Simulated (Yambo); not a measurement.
# SiC (Moissanite 3C) (F-43m) in Yambo: settings compared, part 2 of 3

Yambo 5.3.0. The steps go on from the part before.

## Step 4: Optical spectrum, PBEsol

The input, optics6.in:

```
optics
chi
Chimod= "HARTREE"
% BndsRnXd
 1 | 9 |
%
NGsBlkXd= 1 Ry
% LongDrXd
 1 | 1 | 1 |
%
% QpntsRXd
 1 | 1 |
%
% EnRngeXd
 0 | 10 | eV
%
% DmRngeXd
 0.05 | 0.05 | eV
%
ETStpsXd= 300
```

The input, scf.in:

```
&CONTROL
  calculation = 'scf'
  prefix = 'pwscf'
  outdir = './tmp'
  pseudo_dir = './pseudo'
/
&SYSTEM
  ibrav = 0
  nat = 2
  ntyp = 2
  ecutwfc = 82
  nbnd = 9
  occupations = 'smearing'
  smearing = 'fd'
  degauss = 0.00367493
  force_symmorphic = .true.
/
&ELECTRONS
  conv_thr = 4d-10
  electron_maxstep = 120
  mixing_beta = 0.5
/
ATOMIC_SPECIES
Si    28.0850 Si.upf
C     12.0110 C.upf
CELL_PARAMETERS bohr
   0.0000000000    4.1177132256    4.1177132256
   4.1177132256    0.0000000000    4.1177132256
   4.1177132256    4.1177132256    0.0000000000
ATOMIC_POSITIONS bohr
Si     0.0000000000    0.0000000000    0.0000000000
C      6.1765698383    6.1765698383    6.1765698383
K_POINTS automatic
18 18 18 0 0 0
```

The input, nscf.in:

```
&CONTROL
  calculation = 'nscf'
  prefix = 'pwscf'
  outdir = './tmp'
  pseudo_dir = './pseudo'
/
&SYSTEM
  ibrav = 0
  nat = 2
  ntyp = 2
  ecutwfc = 82
  nbnd = 29
  occupations = 'fixed'
  force_symmorphic = .true.
/
&ELECTRONS
  conv_thr = 1d-08
  diago_full_acc = .true.
  diago_thr_init = 1d-06
/
ATOMIC_SPECIES
Si    28.0850 Si.upf
C     12.0110 C.upf
CELL_PARAMETERS bohr
   0.0000000000    4.1177132256    4.1177132256
   4.1177132256    0.0000000000    4.1177132256
   4.1177132256    4.1177132256    0.0000000000
ATOMIC_POSITIONS bohr
Si     0.0000000000    0.0000000000    0.0000000000
C      6.1765698383    6.1765698383    6.1765698383
K_POINTS automatic
18 18 18 0 0 0
```

Potentials or basis: PseudoDojo 0.4.1 SR PBEsol standard.

Command:

```bash
OMP_NUM_THREADS=1 pw.x -in scf.in > scf.out
OMP_NUM_THREADS=1 pw.x -in nscf.in > nscf.out
cd tmp/pwscf.save; p2y; mv SAVE ../..; cd ../..
OMP_NUM_THREADS=1 yambo
OMP_NUM_THREADS=1 yambo -F optics6.in -J optics6 -C optics6_out
```

Yambo's report:

```text
[... sections 02.01 to 02.04 as in the set-up run ...]

  [02.05] Energies & Occupations
  ==============================

  [X] === General ===
  [X] Electronic Temperature                        :  0.000000  0.000000 [eV K]
  [X] Bosonic    Temperature                        :  0.000000  0.000000 [eV K]
  [X] Finite Temperature mode                       : no
  [X] El. density                                   :  0.38662E+24 [cm-3]
  [X] Fermi Level                                   :  9.438255 [eV]

  [X] === Gaps and Widths ===
  [X] Conduction Band Min                           :  1.240611 [eV]
  [X] Valence Band Max                              :  0.000000 [eV]
  [X] Filled Bands                                  :   4
  [X] Empty Bands                                   :   5  29
  [X] Direct Gap                                    :  4.458149 [eV]
  [X] Direct Gap localized at k                     :   91
  [X] Indirect Gap                                  :  1.240611 [eV]
  [X] Indirect Gap between kpts                     :    1   91
  [X] Last valence band width                       :  4.718318 [eV]
  [X] 1st conduction band width                     :  5.713708 [eV]

 [03] Transferred momenta grid and indexing
 ==========================================

 IBZ Q-points                                      :  195
 BZ  Q-points                                      :   5832

 K/Q-points units:
 rlu = crystal or reduced units; cc = cartesian coordinates; iku = interal k-units

 Q [  1]        [rlu]:  0.000000  0.000000  0.000000
 Q [  2]        [rlu]: -0.41758E-17 -0.41758E-17  0.55556E-01
 Q [  3]        [rlu]:  0.33703E-17  0.33703E-17  0.11111
 Q [  4]        [rlu]: -0.16480E-17 -0.16480E-17  0.16667
 Q [  5]        [rlu]: -0.16703E-16 -0.16703E-16  0.22222
 Q [  6]        [rlu]:  0.74472E-17  0.74472E-17  0.27778
[... 42 lines left out ...]
 Q [ 49]        [rlu]:  0.90957E-17  0.16667      0.50000
 Q [ 50]        [rlu]:  0.24546E-16  0.16667     -0.44444

 Remaining 145 points informations can be written running with -fatlog

 [WARNING] [Xd] User bands 1-9 break level degeneracy

 [04] Dipoles
 ============

  [04.01] Setup: observables and procedures
  =========================================

  [WF-Oscillators/G space/Transverse up loader] Normalization (few states)  min/max  :  0.22372E-16   1.0000

  [WR./optics6//ndb.dipoles]------------------------------------------------------
   Brillouin Zone Q/K grids (IBZ/BZ)                :    195   5832    195   5832
   RL vectors                                       :  2397 [WF]
   Fragmentation                                    : yes
   Electronic Temperature                           :  0.000000 [K]
   Bosonic    Temperature                           :  0.000000 [K]
   DIP band range                                   :   1   9
   DIP band range limits                            :   4   5
   DIP e/h energy range                             : -1.000000 -1.000000 [eV]
   RL vectors in the sum                            :  2397
   [r,Vnl] included                                 : yes
   Bands ordered                                    : yes
   Direct v evaluation                              : no
   Approach used                                    : G-space v
   Dipoles computed                                 : R V P [G-space]
   Wavefunctions                                    : Perdew, Burke & Ernzerhof SOL(X)+Perdew, Burke & Ernzerhof SOL(C)

  [WARNING] [r,Vnl^pseudo] included in position and velocity dipoles.

  [WARNING] In case H contains other non local terms, these are neglected

 [05] Optics
 ===========

 [X-CG] R(p) Tot o/o(of R):    3548  116640     100
```

o-optics6.eps_q1_inv_rpa_dyson:

```text
# Absorption @ Q(1):  0.577350269     0.577350269     0.577350269    [q->0 direction]
#
# [ X ] Hartree size                              :   9
# [GEN] GF Energies                               : Perdew, Burke & Ernzerhof SOL(X)+Perdew, Burke & Ernzerhof SOL(C)
# [GEN] Green`s Function                          : T-ordered
#
# [GEN] Gauge                                     : Length
# [GEN] [r,Vnl] included                          : yes
#
#    E[1] [eV]          Im(eps)            Re(eps)            Im(eps_o)          Re(eps_o)
#
        0.000000           0.038859           6.873379           0.042662           7.219343
        0.033445           0.038862           6.873506           0.042665           7.219480
        0.066890           0.038871           6.873885           0.042675           7.219894
        0.100334           0.038885           6.874517           0.042690           7.220582
        0.133779           0.038905           6.875402           0.042712           7.221547
        0.167224           0.038930           6.876541           0.042740           7.222788
[... 292 lines left out ...]
        9.966555           6.881163          -4.882621           5.929865          -6.235022
        10.00000           6.219412          -4.882712           5.400609          -5.868501
#
```

Run time: 67 s. Hardware: 1 thread of Intel Xeon 6975P-C (Granite Rapids), shared host; peak memory 0.5 GiB.

What came out:

```
Band gap on the k mesh, mean-field level                              : 1.24 eV, indirect (least direct gap 4.46 eV)
Absorption peak                                                       : 6.92 eV
Electronic dielectric constant along the field                        : 6.87
Electronic dielectric constant along the field, independent particles : 7.22
```

Dielectric function (along the field direction of the input):
```tsv
energy (eV)	real part	imaginary part
0.27	6.88	0.04
0.60	6.91	0.04
0.94	6.97	0.04
1.27	7.06	0.04
1.61	7.18	0.05
1.94	7.34	0.05
2.27	7.54	0.06
2.61	7.79	0.06
2.94	8.11	0.07
3.28	8.52	0.09
3.61	9.06	0.11
3.95	9.82	0.15
4.28	11.04	0.28
4.62	12.70	1.79
4.95	14.17	2.90
5.28	13.40	5.47
5.62	13.19	6.70
5.95	16.60	8.59
6.29	14.64	12.24
6.62	7.66	23.33
6.96	-3.60	25.29
7.29	-1.73	10.69
7.63	-2.44	11.98
7.96	5.94	11.58
8.29	-1.23	11.30
8.63	-2.42	10.65
8.96	-3.27	9.41
9.30	-5.72	7.03
9.63	-4.10	7.05
10.00	-4.88	6.22
```

Caveat: these spectra lack excitons. A k mesh can miss the band edges.

## Step 5: Optical spectrum, PBEsol

The input, optics7.in:

```
optics
chi
Chimod= "IP"
% BndsRnXd
 1 | 29 |
%
% LongDrXd
 0 | 1 | 0 |
%
% QpntsRXd
 1 | 1 |
%
% EnRngeXd
 0 | 30 | eV
%
% DmRngeXd
 0.2 | 0.2 | eV
%
ETStpsXd= 200
Gauge= "velocity"
```

scf.in is that of step 4.

nscf.in is that of step 4.

Potentials or basis: PseudoDojo 0.4.1 SR PBEsol standard.

Command:

```bash
OMP_NUM_THREADS=1 pw.x -in scf.in > scf.out
OMP_NUM_THREADS=1 pw.x -in nscf.in > nscf.out
cd tmp/pwscf.save; p2y; mv SAVE ../..; cd ../..
OMP_NUM_THREADS=1 yambo
OMP_NUM_THREADS=1 yambo -F optics7.in -J optics7 -C optics7_out
```

Yambo's report:

```text
[... sections 02.01 to 02.04 as in the set-up run ...]

  [02.05] Energies & Occupations
  ==============================

  [X] === General ===
  [X] Electronic Temperature                        :  0.000000  0.000000 [eV K]
  [X] Bosonic    Temperature                        :  0.000000  0.000000 [eV K]
  [X] Finite Temperature mode                       : no
  [X] El. density                                   :  0.38662E+24 [cm-3]
  [X] Fermi Level                                   :  9.438255 [eV]

  [X] === Gaps and Widths ===
  [X] Conduction Band Min                           :  1.240611 [eV]
  [X] Valence Band Max                              :  0.000000 [eV]
  [X] Filled Bands                                  :   4
  [X] Empty Bands                                   :   5  29
  [X] Direct Gap                                    :  4.458149 [eV]
  [X] Direct Gap localized at k                     :   91
  [X] Indirect Gap                                  :  1.240611 [eV]
  [X] Indirect Gap between kpts                     :    1   91
  [X] Last valence band width                       :  4.718318 [eV]
  [X] 1st conduction band width                     :  5.713708 [eV]

 [03] Transferred momenta grid and indexing
 ==========================================

 IBZ Q-points                                      :  195
 BZ  Q-points                                      :   5832

 K/Q-points units:
 rlu = crystal or reduced units; cc = cartesian coordinates; iku = interal k-units

 Q [  1]        [rlu]:  0.000000  0.000000  0.000000
 Q [  2]        [rlu]: -0.41758E-17 -0.41758E-17  0.55556E-01
 Q [  3]        [rlu]:  0.33703E-17  0.33703E-17  0.11111
 Q [  4]        [rlu]: -0.16480E-17 -0.16480E-17  0.16667
 Q [  5]        [rlu]: -0.16703E-16 -0.16703E-16  0.22222
 Q [  6]        [rlu]:  0.74472E-17  0.74472E-17  0.27778
[... 42 lines left out ...]
 Q [ 49]        [rlu]:  0.90957E-17  0.16667      0.50000
 Q [ 50]        [rlu]:  0.24546E-16  0.16667     -0.44444

 Remaining 145 points informations can be written running with -fatlog

 [04] Dipoles
 ============

  [04.01] Setup: observables and procedures
  =========================================

  [WF-Oscillators/G space/Transverse up loader] Normalization (few states)  min/max  :  0.22372E-16   1.0000

  [WR./optics7//ndb.dipoles]------------------------------------------------------
   Brillouin Zone Q/K grids (IBZ/BZ)                :    195   5832    195   5832
   RL vectors                                       :  2397 [WF]
   Fragmentation                                    : yes
   Electronic Temperature                           :  0.000000 [K]
   Bosonic    Temperature                           :  0.000000 [K]
   DIP band range                                   :   1  29
   DIP band range limits                            :   4   5
   DIP e/h energy range                             : -1.000000 -1.000000 [eV]
   RL vectors in the sum                            :  2397
   [r,Vnl] included                                 : yes
   Bands ordered                                    : yes
   Direct v evaluation                              : no
   Approach used                                    : G-space v
   Dipoles computed                                 : R V P [G-space]
   Wavefunctions                                    : Perdew, Burke & Ernzerhof SOL(X)+Perdew, Burke & Ernzerhof SOL(C)

  [WARNING] [r,Vnl^pseudo] included in position and velocity dipoles.

  [WARNING] In case H contains other non local terms, these are neglected

 [05] Optics
 ===========

 [X-CG] R(p) Tot o/o(of R):    17076   583200      100
```

Run time: 68 s. Hardware: 1 thread of Intel Xeon 6975P-C (Granite Rapids), shared host; peak memory 0.32 GiB.

What came out:

```
Band gap on the k mesh, mean-field level       : 1.24 eV, indirect (least direct gap 4.46 eV)
Absorption peak                                : 6.78 eV
Electronic dielectric constant along the field : 7.32
```

Dielectric function (along the field direction of the input):
| energy (eV) | real part | imaginary part |
| --- | --- | --- |
| 0.30 | 7.33 | 0.17 |
| 0.90 | 7.42 | 0.18 |
| 1.51 | 7.62 | 0.20 |
| 2.26 | 8.03 | 0.24 |
| 2.86 | 8.58 | 0.31 |
| 3.62 | 9.70 | 0.49 |
| 4.22 | 11.40 | 0.98 |
| 4.97 | 13.98 | 4.04 |
| 5.58 | 14.62 | 7.87 |
| 6.33 | 13.33 | 15.36 |
| 6.93 | 1.30 | 19.10 |
| 7.69 | 0.42 | 11.11 |
| 8.29 | -1.62 | 12.78 |
| 9.05 | -4.51 | 9.82 |
| 9.65 | -4.55 | 7.02 |
| 10.40 | -4.00 | 4.11 |
| 11.01 | -3.56 | 4.20 |
| 11.76 | -2.98 | 2.64 |
| 12.36 | -2.42 | 2.45 |
| 13.12 | -2.46 | 2.00 |
| 13.72 | -1.93 | 1.47 |
| 14.47 | -1.64 | 1.35 |
| 15.08 | -1.58 | 1.21 |
| 15.83 | -1.39 | 0.87 |
| 16.43 | -1.12 | 0.73 |
| 17.19 | -0.91 | 0.56 |
| 17.79 | -0.72 | 0.51 |
| 18.54 | -0.57 | 0.44 |
| 19.15 | -0.47 | 0.36 |
| 19.90 | -0.31 | 0.28 |

Energy-loss function:
```csv
energy (eV),loss
0.0,0.003
1.4,0.003
2.6,0.004
3.9,0.006
5.3,0.024
6.5,0.039
7.8,0.088
9.2,0.086
10.4,0.125
11.8,0.167
13.1,0.199
14.3,0.286
15.7,0.323
16.9,0.453
18.2,0.724
19.6,1.233
20.8,2.878
22.2,4.024
23.5,3.376
24.7,2.458
26.1,1.394
27.4,0.742
28.6,0.705
30.0,0.579
```

Caveat: independent-particle spectra lack excitons.

(Part 2 of 3 ends here.)
